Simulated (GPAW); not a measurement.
# BN (R3m) in GPAW: convergence with bands over the usual count

Aim: find how far bands over the usual count must go before the results for BN settle, at LDA. This setting moves, with any that are tied to it; all else stays.

Everything below comes from runs of GPAW 26.7.0. Logs are shortened: lines on timing, memory, paths and dates and some standing lists are left out, and cuts for length are marked. The log counts tension as positive stress, the text compression.

### Step 1. The structure

Symmetry: R3m, No. 160, trigonal system. Conventional cell: a = 2.502 Å, b = 2.502 Å, c = 10.119 Å, α = 90.00°, β = 90.00°, γ = 120.00°. Around N (site symmetry 3m) lie 3 B at 1.44 Å. B (site symmetry 3m) has 3 N at 1.44 Å as nearest neighbours.

The cell is a database's computed one.

### Step 2. With bands over the usual count 0.72

The input, run.py:

```python
from ase import Atoms
from ase.dft.bandgap import bandgap
from ase.io import write
from ase.units import GPa
from gpaw import GPAW, PW

atoms = Atoms(['N', 'B'],
              cell=[[1.2511217832, 0.7223354983, 3.3729344033],
                    [-1.2511217832, 0.7223354983, 3.3729344033],
                    [0.0, -1.4446709966, 3.3729344033]],
              scaled_positions=[[0.6672382, 0.6672382, 0.6672382],
                                [0.0003288, 0.0003288, 0.0003288]],
              pbc=True)

calc = GPAW(mode=PW(800),
            xc='LDA',
            kpts={'size': (8, 8, 8), 'gamma': True},
            occupations={'name': 'fermi-dirac', 'width': 0.05},
            nbands=8,
            convergence={'density': 1e-05, 'energy': 1e-05},
            maxiter=100,
            txt='gpaw.txt')
atoms.calc = calc
energy = atoms.get_potential_energy()
forces = atoms.get_forces()
stress = atoms.get_stress()
calc.write('gs.gpw')
write('result.traj', atoms)
print(f'Energy: {energy:.6f} eV')
print('Forces (eV/A):')
print(forces.round(4))
print('Stress (GPa):', (stress / GPa).round(3))
print('Fermi level:', round(calc.get_fermi_level(), 4), 'eV')
print(f'Gap: {bandgap(calc)[0]:.4f} eV, direct: {bandgap(calc, direct=True)[0]:.4f} eV')
```

Potentials or basis: the program's PAW data sets (release 1.2.1) made for this functional, pw.

Command:

```console
$ OMP_NUM_THREADS=1 python run.py
```

Wall time 16 s (1 thread of Arm Neoverse V1, shared host); peak memory 0.15 GiB.

Results:

```
Free energy            : -19.3607 eV
Pressure               : -5.0 GPa
Band gap on the k mesh : 4.11 eV, indirect (least direct gap 4.81 eV)
```

### Step 3. With bands over the usual count 0.8

run.py, as its differences from that of step 2:

```diff
@@ -18,3 +18,3 @@
             occupations={'name': 'fermi-dirac', 'width': 0.05},
-            nbands=8,
+            nbands=9,
             convergence={'density': 1e-05, 'energy': 1e-05},
```

Potentials or basis: the program's PAW data sets (release 1.2.1) made for this functional, pw.

Command:

```console
$ OMP_NUM_THREADS=1 python run.py
```

Wall time 17 s (1 thread of Arm Neoverse V1, shared host); peak memory 0.15 GiB.

The run converged. Its results:

- Free energy: -19.3607 eV
- Pressure: -5.0 GPa
- Band gap on the k mesh: 4.11 eV, indirect (least direct gap 4.81 eV)

### Step 4. With bands over the usual count 0.9

run.py, as its differences from that of step 3:

```diff
@@ -18,3 +18,3 @@
             occupations={'name': 'fermi-dirac', 'width': 0.05},
-            nbands=9,
+            nbands=10,
             convergence={'density': 1e-05, 'energy': 1e-05},
```

Command:

```console
$ OMP_NUM_THREADS=1 python run.py
```

It took 19 s on 1 thread of Arm Neoverse V1, shared host; peak memory 0.15 GiB.

It converged, with:

* Free energy: -19.3607 eV
* Pressure: -5.0 GPa
* Band gap on the k mesh: 4.11 eV, indirect (least direct gap 4.81 eV)

### Step 5. With bands over the usual count 1

run.py, as its differences from that of step 4:

```diff
@@ -18,3 +18,3 @@
             occupations={'name': 'fermi-dirac', 'width': 0.05},
-            nbands=10,
+            nbands=11,
             convergence={'density': 1e-05, 'energy': 1e-05},
```

Command:

```console
$ OMP_NUM_THREADS=1 python run.py
```

Wall time 20 s (1 thread of Arm Neoverse V1, shared host); peak memory 0.15 GiB.

It converged, with:

```
Free energy            : -19.3607 eV
Pressure               : -5.0 GPa
Band gap on the k mesh : 4.11 eV, indirect (least direct gap 4.81 eV)
```

### Step 6. With bands over the usual count 1.3

run.py, as its differences from that of step 5:

```diff
@@ -18,3 +18,3 @@
             occupations={'name': 'fermi-dirac', 'width': 0.05},
-            nbands=11,
+            nbands=15,
             convergence={'density': 1e-05, 'energy': 1e-05},
```

Potentials or basis: the program's PAW data sets (release 1.2.1) made for this functional, pw.

Command:

```console
$ OMP_NUM_THREADS=1 python run.py
```

Wall time 26 s (1 thread of Arm Neoverse V1, shared host); peak memory 0.15 GiB.

Results (log left out):

```yaml
Free_energy: -19.3607 eV
Pressure: -5.0 GPa
Band_gap_on_the_k_mesh: 4.11 eV, indirect (least direct gap 4.81 eV)
```

### Step 7. With bands over the usual count 1.7

run.py, as its differences from that of step 6:

```diff
@@ -18,3 +18,3 @@
             occupations={'name': 'fermi-dirac', 'width': 0.05},
-            nbands=15,
+            nbands=19,
             convergence={'density': 1e-05, 'energy': 1e-05},
```

Command:

```console
$ OMP_NUM_THREADS=1 python run.py
```

Wall time 33 s (1 thread of Arm Neoverse V1, shared host); peak memory 0.16 GiB.

Results (log left out):

```yaml
Free_energy: -19.3607 eV
Pressure: -5.0 GPa
Band_gap_on_the_k_mesh: 4.11 eV, indirect (least direct gap 4.81 eV)
```

### Step 8. With bands over the usual count 2.5

run.py, as its differences from that of step 7:

```diff
@@ -18,3 +18,3 @@
             occupations={'name': 'fermi-dirac', 'width': 0.05},
-            nbands=19,
+            nbands=28,
             convergence={'density': 1e-05, 'energy': 1e-05},
```

Potentials or basis: the program's PAW data sets (release 1.2.1) made for this functional, pw.

Command:

```console
$ OMP_NUM_THREADS=1 python run.py
```

gpaw.txt:

```text
__  _  _
 | _ |_)|_||  |
 |__||  | ||/\| - 26.7.0

Input parameters:
  mode=PW(ecut=800.0),
  convergence={'density': 1e-05, 'energy': 1e-05},
  kpts=MonkhorstPack(size=(8, 8, 8), gamma=True),
  maxiter=100,
  nbands=28,
  occupations=Occupations(name='fermi-dirac', width=0.05),
  xc=XC(name='LDA')

Diagonalizing LCAO Hamiltonian
Converting LCAO to pw mode

       N

       B

Atoms  # Å, Bohr magnetons
|   | symbol |         x |         y |        z |    initial magnetic moments |
|---|--------|-----------|-----------|----------|-----------------------------|
| 0 |      N |  0.000000 |  0.000000 | 6.751652 | ( 0.0000,  0.0000,  0.0000) |
| 1 |      B | -0.000000 | -0.000000 | 0.003327 | ( 0.0000,  0.0000,  0.0000) |

Unit cell  # Å
| periodic |         x |         y |        z |  lengths |    angles |
|----------|-----------|-----------|----------|----------|-----------|
|      yes |  1.251122 |  0.722335 | 3.372934 | 3.669300 | 39.871987 |
|      yes | -1.251122 |  0.722335 | 3.372934 | 3.669300 | 39.871987 |
|      yes |  0.000000 | -1.444671 | 3.372934 | 3.669300 | 39.871987 |

Number of symmetries: 6
Symmetry operations  # r_c * U_cc + t_c -> r_c
|   | kind |            matrix            |
|---|------|------------------------------|
| 0 |  E   |  1, 0, 0,  0, 1, 0,  0, 0, 1 |
| 1 |  σ   |  1, 0, 0,  0, 0, 1,  0, 1, 0 |
| 2 |  σ   |  0, 1, 0,  1, 0, 0,  0, 0, 1 |
| 3 |  C3  |  0, 1, 0,  0, 0, 1,  1, 0, 0 |
| 4 |  C3  |  0, 0, 1,  1, 0, 0,  0, 1, 0 |
| 5 |  σ   |  0, 0, 1,  0, 1, 0,  1, 0, 0 |

BZ-sampling:
  Number of BZ points: 512
  Number of IBZ points: 65

  Monkhorst-Pack size: [8, 8, 8]
  Monkhorst-Pack shift: [0.0625, 0.0625, 0.0625]

K-points  # in reciprocal-cell coordinates
|     |                                coordinates |     weight |
|-----|--------------------------------------------|------------|
|   0 | (  0.00000000,   0.00000000,   0.00000000) | 0.00195312 |
|   1 | (  0.12500000,   0.00000000,  -0.12500000) | 0.01171875 |
|   2 | (  0.12500000,   0.00000000,   0.00000000) | 0.01171875 |
|   3 | (  0.12500000,   0.12500000,  -0.12500000) | 0.01171875 |
|   4 | (  0.12500000,   0.12500000,   0.00000000) | 0.01171875 |
|   5 | (  0.12500000,   0.12500000,   0.12500000) | 0.00390625 |
|   6 | (  0.25000000,  -0.12500000,  -0.12500000) | 0.01171875 |
|   7 | (  0.25000000,   0.00000000,  -0.25000000) | 0.01171875 |
|   8 | (  0.25000000,   0.00000000,  -0.12500000) | 0.02343750 |
|   9 | (  0.25000000,   0.00000000,   0.00000000) | 0.01171875 |
| ... |                                            |            |
|  64 | (  0.50000000,   0.50000000,   0.50000000) | 0.00195312 |

Plane wave coefficients: 954
Cutoff: 800.0 eV

Spin-components: 1 (collinear spins)
Bands:           28
Projectors:      10
Spin-degeneracy: 2
Datatype:        complex128

Parallelization:
  kpt:    1
  domain: 1
  band:   1

Density:
  Valence electrons: 8.0
  Components: 1
  Grid points: [24 24 24]
  Charge: 0.0  # |e|

Potential:
  Grid points: [24 24 24]

species:
  N:
    name:    Nitrogen
    Z:       7.0
    valence: 5
    core:    2
    charge:  0.0  # [|e|]
    compensation charges:
      type: gauss
      rc: 0.18  # [Å]
      lmax: 2
    cutoffs:
      filter: 1.11  # [Å]
      core: 0.96  # [Å]
    projectors
    | kind |    occ | energy [eV] | rcut [Å] |
    |------|--------|-------------|----------|
    |   2s |  2.000 |     -18.420 |    0.603 |
    |   2p |  3.000 |      -7.237 |    0.529 |
    |    s |        |       8.791 |    0.603 |
    |    p |        |      19.974 |    0.529 |
    |    d |        |       0.000 |    0.577 |

    Using partial waves for N as LCAO basis

  B:
    name:    Boron
    Z:       5.0
    valence: 3
    core:    2
    charge:  0.0  # [|e|]
    compensation charges:
      type: gauss
      rc: 0.20  # [Å]
      lmax: 2
    cutoffs:
      filter: 1.14  # [Å]
      core: 1.42  # [Å]
    projectors
    | kind |    occ | energy [eV] | rcut [Å] |
    |------|--------|-------------|----------|
    |   2s |  2.000 |      -9.383 |    0.635 |
    |   2p |  1.000 |      -3.714 |    0.635 |
    |    s |        |      17.828 |    0.635 |
    |    p |        |      23.498 |    0.635 |
    |    d |        |       0.000 |    0.635 |

    Using partial waves for B as LCAO basis

Reference energy: -2133.488728  # eV

eigensolver:
  PPCG
  Converge bands: occupied
  niter=2

density mixing:
  MSR1-Mixer
  Pratt-step length: 0.05
  Maximum mixing coefficient: 0.75
  Old densities: 10
  SVD Regularization: 0.005
  Good broyden scale: 1.0
  Trust region scale: 1.0
  Backstep threshold: 4.0
  History deletion threshold: 6.0
  Fourier metric: weight=20.0, sigma=0.015

occupation numbers:
  Fermi-Dirac:
    width: 0.0500  # eV

poisson solver:
  ecut: 6400.0  # eV

xc functional:
  name: None

convergence criteria:
[... 6 lines left out ...]
|iter     | |      energy | eigst |  dens |
|---------|-|-------------|-------|-------|
|iter:   1| |  -21.116264 | +0.43 |       |
|iter:   2| |  -20.759472 | -1.78 | -0.64 |
|iter:   3| |  -19.397650 | -1.94 | -0.68 |
|iter:   4| |  -19.363851 | -3.42 | -1.35 |
|iter:   5| |  -19.360719 | -4.10 | -1.75 |
|iter:   6| |  -19.360685 | -5.33 | -2.36 |
|iter:   7| |  -19.360685c| -7.34 | -3.56 |
|iter:   8| |  -19.360685c| -8.52c| -4.15 |
|iter:   9| |  -19.360685c| -9.96c| -5.68c|

Converged in 9 steps
Energy contributions relative to reference atoms: (reference = -2133.488728)

Energy contributions:
  Kinetic:          18.233756
  Coulomb:         -18.400417
  Zero:              0.101295
  External:          0.000000
  Xc:              -19.295319
  Entropy:          -0.000000
  Spinorbit:         0.000000
  ----------------------------
  Free energy:     -19.360685
  Extrapolated:    -19.360685

dipole moment: (0.000000, -0.000000, -13.622718)  # |e|*Ang

Fermi level: 4.563
Eigenvalues  # (at kpt = [0.000, 0.000, 0.000])
| band index |      eig [eV] | occ [0-2] |
|------------|---------------|-----------|
|          0 |       -13.990 |     2.000 |
|          1 |        -0.630 |     2.000 |
|          2 |         2.277 |     2.000 |
|          3 |         2.277 |     2.000 |
|          4 |         8.433 |     0.000 |
|          5 |        15.154 |     0.000 |
|          6 |        15.154 |     0.000 |
|          7 |        16.544 |     0.000 |
|          8 |        18.385 |     0.000 |
|          9 |        29.231 |     0.000 |
|         10 |        31.016 |     0.000 |
|         11 |        32.501 |     0.000 |
|        ... |               |           |
|         27 |        60.373 |     0.000 |

Gap: 4.109 eV
Transition (v -> c):
  (s=0, k=45, n=3, [0.50, 0.12, -0.12]) -> (s=0, k=60, n=4, [0.50, 0.50, 0.00])
Direct/indirect transitions are different
Direct gap: 4.813 eV
Transition at: (s=0, k=22, n=3, [0.38, 0.00, -0.38])

Forces  # eV/Ang
|        x |        y |        z |
|----------|----------|----------|
|  0.00000 | -0.00000 | -0.00234 |  # N    0
| -0.00000 |  0.00000 |  0.00234 |  # B    1

Stress tensor  # eV/Ang^3
|        x |         y |         z |
|----------|-----------|-----------|
| 0.040703 |  0.000000 |  0.000000 |
| 0.000000 |  0.040703 | -0.000000 |
| 0.000000 | -0.000000 |  0.012083 |

# Writing to gs.gpw (mode='')
```

Run time: 47 s. Hardware: 1 thread of Arm Neoverse V1, shared host; peak memory 0.17 GiB.

Results:

```yaml
Free_energy: -19.3607 eV
Pressure: -5.0 GPa
Band_gap_on_the_k_mesh: 4.11 eV, indirect (least direct gap 4.81 eV)
```

### Step 9. Summary

```csv
bands over the usual count,"energy less the tightest run, at zero smearing (meV/atom)",SCF cycles,CPU time (s),peak memory (GiB)
0.72,0.00,9,16,0.15
0.8,0.00,9,17,0.15
0.9,0.00,9,19,0.15
1,0.00,9,20,0.15
1.3,0.00,9,26,0.15
1.7,0.00,9,33,0.16
2.5,0.00,9,47,0.17
```

Against the tightest run, the energy stays within 1 meV/atom from 0.72 on. The tightest run that finished is the yardstick and may itself not be fully converged.

Caveats: the program warned that so skewed a cell can give wrong results.
